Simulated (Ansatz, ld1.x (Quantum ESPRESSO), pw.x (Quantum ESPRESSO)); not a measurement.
## La: one change to the TM potential, in the atom and in the sc crystal

| Item | Value |
| --- | --- |
| Element | lanthanum (La) |
| Generator | ld1.x (Quantum ESPRESSO) 7.5 |
| Type | norm-conserving Troullier–Martins (Kleinman–Bylander form) |
| Functional | PBE |
| Relativity | scalar-relativistic |
| Frozen core | [Xe] |
| Valence charge | 3 |
| Reference configuration | 4f0 5d1 6s2 6p0 |
| Partial waves | 6s (bound): rc 3.00 bohr; 5d (bound): rc 2.65 bohr; 4f (bound, empty): rc 1.25 bohr; 6p (bound, empty): rc 4.00 bohr |
| Local potential | the p channel |
| Core correction | a·sin(br)/r model core, default radius (core density twice the valence density) |

Change: local potential the s channel.

Cutoffs, loose and tight: the cutoffs (Ry, on a coarse ladder) from which the occupation-weighted sum of valence levels, in a spherical-Bessel basis at the reference potential, stays within 10 and 1 mRy of its value at 400 Ry. They do not see the model core or the augmentation charge, which bear on the density cutoff. Test errors are all-electron minus pseudo excitation energies from the reference, over the configurations 4f0 5d1 6s1 6p0; 4f0 5d1 6s0 6p0; 4f0 5d1 6s1.5 6p0; 4f0 5d1 6s0 6p2; 4f0 5d0 6s2 6p1; 4f0 5d1 6s1 6p1; 4f0 5d2 6s1 6p0; variants that change the core or the reference have their own tests.

Crystal test: sc La in pw.x 7.5, no spin, 10³ k-points, Fermi–Dirac smearing 0.01 Ry, cutoffs set for each file from its atomic test. The reference is all-electron LAPW (Ansatz 0.2.0) with the same functional, mesh and smearing; V0 and B0 come from Birch–Murnaghan fits to the pressures at five volumes. Errors are pseudo minus all-electron; Δ is the rms difference of the E(V) curves that follow from these fits, minima aligned, over ±6 % about the mean V0. Mesh and smearing are coarse, so the numbers serve the comparison and aren't converged zero-temperature values; the lattice is a test structure that the element need not adopt.

All-electron: a0 = 3.331 Å (V0 = 36.94 Å³/atom), B0 = 22.3 GPa.

**Question.** Does the change bring the crystal closer to the all-electron result?

**Answer.** The mean pressure error goes from +9.82 to +3.30 GPa, so the change moves the solid closer to the all-electron pressures. Neither pressure curve crosses zero within the volumes sampled, so no fits are given.

```csv
quantity,base,changed
outcome (atom),generated,generated
"cutoff, loose (atom)",10 Ry,10 Ry
"cutoff, tight (atom)",15 Ry,15 Ry
bound ghosts (atom),none,none
largest test error (meV) (atom),-64,-72
cutoffs in pw.x (Ry),50/200,50/200
mean pressure error (GPa),+9.82,+3.30
```

Base: The largest radius (4.00 bohr) exceeds half the bond length (3.15 bohr), so the spheres overlap, which is one possible source of error among others. This is a poor potential for the solid. The logarithmic derivative shows an extra or strongly shifted pseudo pole above the reference energy (s near 0.90 Ry). The cutoffs count occupied waves only; the empty 4f level needs 180 Ry at the loose tolerance. Changed file: The largest radius (4.00 bohr) exceeds half the bond length (3.15 bohr), so the spheres overlap, which is one possible source of error among others. This is a poor potential for the solid. The logarithmic derivative shows an extra or strongly shifted pseudo pole above the reference energy (s near 1.37 Ry). The cutoffs count occupied waves only; the empty 4f level needs 180 Ry at the loose tolerance. The atomic cutoffs weigh occupied waves only.
